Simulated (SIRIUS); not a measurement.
# Hf: changing the functional

Symmetry: Pm-3m, No. 221, cubic system. The conventional cell has a = 2.914 Å, b = 2.914 Å, c = 2.914 Å, α = 90.00°, β = 90.00°, γ = 90.00°. Around Hf (site symmetry m-3m) lie 6 Hf at 2.91 Å.

This isn't the form of Hf at room conditions, which is hcp.

Kept alike: task equation of state; k mesh 9 × 9 × 9; occupations fermi-dirac, width 0.05 eV; no spin polarisation. Program: SIRIUS, all-electron FP-LAPW, apw+lo standard, cutoff 164 eV. The mesh is that of the run's cell of 1 atom. No spin-orbit coupling.

| functional | volume (Å³/atom) | bulk modulus (GPa) |
| --- | --- | --- |
| AM05 | 23.487 | 79.6 |
| BLYP | 25.722 | 72.7 |
| PBE | 24.751 | 76.0 |
| PBEsol | 23.516 | 80.9 |
| PW91 | 24.631 | 76.9 |
| RPBE | 25.526 | 72.3 |
| WC | 23.604 | 81.4 |
| revPBE | 25.309 | 73.2 |

For a metal such a mesh leaves the last digits unconverged. Volume and modulus come from cells scaled at fixed shape and fractions.

Problem. What does the functional change here?

Solution. The volume runs from 23.487 (AM05) to 25.722 Å³/atom (BLYP). From PBE: AM05 -1.264; BLYP +0.971; PBEsol -1.235; PW91 -0.120; RPBE +0.775; WC -1.147; revPBE +0.558. The bulk modulus runs from 72.3 (RPBE) to 81.4 GPa (WC). From PBE: AM05 +3.6; BLYP -3.3; PBEsol +4.9; PW91 +0.9; RPBE -3.7; WC +5.4; revPBE -2.8.
